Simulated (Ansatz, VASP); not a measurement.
# MoS2 in two plane-wave programs, part 2 of 2

One calculation is typed for both programs; each brings its own data sets. How far apart do they land? The structure shown is the start of the Ansatz relaxation below; VASP solves that cell, so the two are compared at the walk's first step.

VASP 6.6.1 and Ansatz 0.2.0.

So far. Step 4 (Differences): The forces differ by 8.5 meV/Å r.m.s., which is 3.4 % of the r.m.s. force of 0.254 eV/Å (both taken over all components). With vacuum in the cell, a pressure given here is an average over mostly empty space and none of the material.

### 6. VASP: single point, PBEsol, start cell

Level of this step: PBEsol, no spin polarisation; plane waves and PAW (S, Mo_sv) (VASP).

The same cell, functional, mesh and smearing now go to VASP, with its own data sets.

Contents of INCAR:

```
SYSTEM = MoS2
PREC = Accurate
ENCUT = 400
EDIFF = 1E-06
NELM = 120
ISMEAR = -1
SIGMA = 0.02
LREAL = .FALSE.
ALGO = Normal
GGA = PS
NBANDS = 19
LASPH = .TRUE.
LORBIT = 11
LWAVE = .FALSE.
LCHARG = .FALSE.
ISIF = 2
GGA_COMPAT = .FALSE.
EFERMI = MIDGAP
KPAR = 2
```

Contents of POSCAR:

```
MoS2
1.0
    3.1690000000      0.0000000000      0.0000000000
   -1.5845000000      2.7444350000      0.0000000000
    0.0000000000      0.0000000000     19.1302960000
S Mo
2 1
Direct
    0.6666667274      0.3333334548      0.5818151481
    0.6666667274      0.3333334548      0.4181848519
    0.3333332726      0.6666665452      0.5000000000
```

Contents of KPOINTS:

```
Automatic mesh
0
Gamma
12 12 1
0 0 0
```

The projector-augmented-wave data sets are S and Mo_sv (PBE family, release 64).

Started as:

```bash
> mpirun -np 2 vasp_std
```

Numbers of over 12 decimals in the logs are rounded to 6 here.

Log:

```text
[banner, memory and clock lines left out]
running    2 mpi-ranks, on    1 nodes
[...]
|                                                                             |
|               ----> ADVICE to this user running VASP <----                  |
|                                                                             |
|     You enforced a specific xc type in the INCAR file but a different       |
|     [... a line on the potential file left out ...]
|     I HOPE YOU KNOW WHAT YOU ARE DOING!                                     |
|                                                                             |

 LDA part: xc-table for (Slater+PW92), standard interpolation
 POSCAR, INCAR and KPOINTS ok, starting setup
[...]
entering main loop
       N       E                     dE             d eps       ncg     rms          rms(c)
DAV:   1     0.127695261933E+03    0.12770E+03   -0.12595E+04   994   0.898E+02
DAV:   2    -0.161106585773E+02   -0.14381E+03   -0.14195E+03   973   0.219E+02
DAV:   3    -0.247863501411E+02   -0.86757E+01   -0.86034E+01   963   0.494E+01
DAV:   4    -0.249209690171E+02   -0.13462E+00   -0.13438E+00   912   0.655E+00
[...]
DAV:  20    -0.234107534495E+02   -0.13249E-04   -0.54839E-07   729   0.209E-03    0.921E-04
DAV:  21    -0.234107578860E+02   -0.44365E-05   -0.16736E-07   674   0.110E-03    0.610E-04
DAV:  22    -0.234107588264E+02   -0.94036E-06   -0.28042E-08   519   0.564E-04
   1 F= -.23410759E+02 E0= -.23410759E+02  d E =-.372490E-20
```

OUTCAR, selected parts (step 6):

```text
  Total       -1.2441915     -1.2441919     -1.0766219      0.0000000      0.0000000      0.0000000
  in kB      -11.9812168    -11.9812211    -10.3675687      0.0000000      0.0000000      0.0000000
  external PRESSURE =     -11.4433355 kB  Pullay stress =       0.0000000 kB

 POSITION                                       TOTAL-FORCE (eV/Angst)
 -----------------------------------------------------------------------------------
      1.58450      0.91481     11.13030        -0.000000     -0.000000     -0.307772
      1.58450      0.91481      8.00000        -0.000000     -0.000000      0.307772
      0.00000      1.82962      9.56515         0.000000      0.000000      0.000000
 -----------------------------------------------------------------------------------
    total drift:                               -0.000000      0.000283      0.000000

  FREE ENERGIE OF THE ION-ELECTRON SYSTEM (eV)
  ---------------------------------------------------
  free  energy   TOTEN  =       -23.4107588264 eV

  energy  without entropy=      -23.4107588264  energy(sigma->0) =      -23.41075883

[... 2 parts as in an earlier step ...]

[... 1 further part left out ...]
[key lines of the parts left out:]
E-fermi :  -0.9970
```

### 7. Comparison

What differs besides the data sets and the points named for the pairs above, as far as they apply: Ansatz makes its cores anew for this functional, VASP keeps those of its PBE data sets. Total energies have different zeros and are not compared.

Forces (eV/Å; atoms numbered as in POSCAR):

```csv
atom,"Ansatz x, y, z","VASP x, y, z"
S1,"0.000, 0.000, -0.313","0.000, 0.000, -0.308"
S2,"0.000, 0.000, 0.313","0.000, 0.000, 0.308"
Mo3,"0.000, 0.000, 0.000","0.000, 0.000, 0.000"
```

The forces differ by 2.5 meV/Å r.m.s., which is 1.7 % of the r.m.s. force of 0.145 eV/Å (both taken over all components). With vacuum in the cell, a pressure given here is an average over mostly empty space and none of the material.

### 8. Ansatz: relaxation, RPBE

The two programs are compared at the cell with which this relaxation starts, whose forces are those of its first step.

The structure compared here is the start of the Ansatz relaxation; VASP solves that cell, so the two are compared at the walk's first step.

Contents of input.yaml:

```yaml
crystal:
  lattice:
    - [3.169, 0.0, 0.0]
    - [-1.5845, 2.744434505, 0.0]
    - [0.0, 0.0, 19.130296]
  atoms:
    - { symbol: S, position: [0.666666667, 0.333333333, 0.581815148] }
    - { symbol: Mo, position: [0.333333333, 0.666666667, 0.5] }
    - { symbol: S, position: [0.666666667, 0.333333333, 0.418184852] }
kpoints:
  mp_grid: { grid: [12, 12, 1] }
scf:
  occupations: { method: fermi_dirac, width: 0.02 }
  n_extra_bands: 8
hamiltonian:
  xc: rpbe
  pseudopotentials: { kind: paw }
output:
  forces: true
  write_potential: true
  volumetric_format: []
relax:
  f_tol: 0.01
  max_steps: 40
  cell: { fix: [c, alpha, beta] }
```

Started as:

```bash
> ansatz run input.yaml --threads 4 --pin off --max-ram 8192MiB --backend cpu --events-out ev --progress --plain --runs-dir out
```

Log:

```text
[...]
Crystal: 3 atoms, lattice volume = 166.378 Å³
Basis set: ecut = 420 eV, 3231 PW (Γ), exchange–correlation on 48×48×256 points (8 copies of the dense FFT grid, shifted against one another)
Bands: 21, of which v1, the nominal top of the filled ones, is band 13 counted from 1 (12 counted from 0)
Symmetry: 12 space group operations
[...]
--- Relaxed structure (4 steps of the walk, 4 accepted, 1 SCFs on fresh bases) ---
[...]
cell:  # Å, volume = 170.6593 Å³
    - [3.209511, 0.0, 0]
    - [-1.604755, 2.779518, 0]
    - [0, 0, 19.130296]
  atoms:
    - { symbol: S, position: [0.666667, 0.333333, 0.581765] }
    - { symbol: Mo, position: [0.333333, 0.666667, 0.500000] }
    - { symbol: S, position: [0.666667, 0.333333, 0.418235] }
[key lines of the parts left out:]
SCF converged after 8 iterations
Free energy (F): -6776.724296 eV
Fermi energy:    0.029498 eV
P = ⅓ Tr σ = -0.0013 GPa (-0.013 kbar)
```

### 9. VASP: single point, RPBE, start cell

The same cell, functional, mesh and smearing now go to VASP, with its own data sets.

Changes to INCAR since step 6:

```diff
@@ -9,3 +9,3 @@
 ALGO = Normal
-GGA = PS
+GGA = RP
 NBANDS = 19
```

POSCAR is that of step 6.

KPOINTS is that of step 6.

Started as:

```bash
> mpirun -np 2 vasp_std
```

Log:

```text
[banner, memory and clock lines left out]
running    2 mpi-ranks, on    1 nodes
[...]
[... a notice as in an earlier step ...]

 LDA part: xc-table for (Slater+PW92), standard interpolation
 POSCAR, INCAR and KPOINTS ok, starting setup
[...]
entering main loop
       N       E                     dE             d eps       ncg     rms          rms(c)
DAV:   1     0.130378226685E+03    0.13038E+03   -0.12586E+04   994   0.897E+02
DAV:   2    -0.133333499449E+02   -0.14371E+03   -0.14177E+03   973   0.219E+02
DAV:   3    -0.219509879215E+02   -0.86176E+01   -0.85631E+01   972   0.494E+01
DAV:   4    -0.220773074330E+02   -0.12632E+00   -0.12610E+00   912   0.643E+00
[...]
DAV:  20    -0.206349633543E+02   -0.70209E-05   -0.31131E-07   704   0.196E-03    0.666E-04
DAV:  21    -0.206349662912E+02   -0.29368E-05   -0.12132E-07   607   0.118E-03    0.190E-04
DAV:  22    -0.206349669000E+02   -0.60885E-06   -0.18498E-08   531   0.441E-04
   1 F= -.20634967E+02 E0= -.20634967E+02  d E =-.414166E-20
```

Parts of OUTCAR (step 9):

```text
  Total        1.2161970      1.2161974      0.5208725      0.0000000     -0.0000000     -0.0000000
  in kB       11.7116374     11.7116416      5.0158570      0.0000000     -0.0000000     -0.0000000
  external PRESSURE =       9.4797120 kB  Pullay stress =       0.0000000 kB

 POSITION                                       TOTAL-FORCE (eV/Angst)
 -----------------------------------------------------------------------------------
      1.58450      0.91481     11.13030        -0.000000      0.000000      0.208230
      1.58450      0.91481      8.00000        -0.000000      0.000000     -0.208230
      0.00000      1.82962      9.56515         0.000000     -0.000000      0.000000
 -----------------------------------------------------------------------------------
    total drift:                               -0.000000      0.000286      0.000000

  FREE ENERGIE OF THE ION-ELECTRON SYSTEM (eV)
  ---------------------------------------------------
  free  energy   TOTEN  =       -20.6349669000 eV

  energy  without entropy=      -20.6349669000  energy(sigma->0) =      -20.63496690

[... 2 parts as in an earlier step ...]

[... 1 further part left out ...]
[key lines of the parts left out:]
E-fermi :  -0.8523
```

### 10. Differences

Forces (eV/Å; atoms numbered as in POSCAR):

```csv
atom,"Ansatz x, y, z","VASP x, y, z"
S1,"0.000, 0.000, 0.228","0.000, 0.000, 0.208"
S2,"0.000, 0.000, -0.228","0.000, 0.000, -0.208"
Mo3,"0.000, 0.000, 0.000","0.000, 0.000, 0.000"
```

The forces differ by 9.1 meV/Å r.m.s., which is 9.3 % of the r.m.s. force of 0.098 eV/Å (both taken over all components). With vacuum in the cell, a pressure given here is an average over mostly empty space and none of the material.

### 11. Results

```yaml
r_m_s_force_difference_single_point_lda_start_cell: 3.4 % of the r.m.s. force
r_m_s_force_difference_single_point_pbesol_start_cell: 2.5 meV/Å
r_m_s_force_difference_single_point_rpbe_start_cell: 9.1 meV/Å
```

In words: The r.m.s. force difference is 3.4 % of the r.m.s. force (single point, LDA, start cell), beyond the 3 % picked in this series as the mark of a large difference. 7 further runs of this series are not shown here. How closely two codes agree says nothing of how well the functional describes the real material.

[Lines on the potential files, build, host, timing and source positions are cut from VASP's logs without a mark.]

[Logs are printed without paths, hosts, clocks, repeated set-up lines and the standing remarks that a program may print on its own settings, such as how far it seeks lower states.]

[Hosts, paths, dates, database ids (printed as entryN), source tags and the programs' standing remarks are cut or masked in the printed files.]
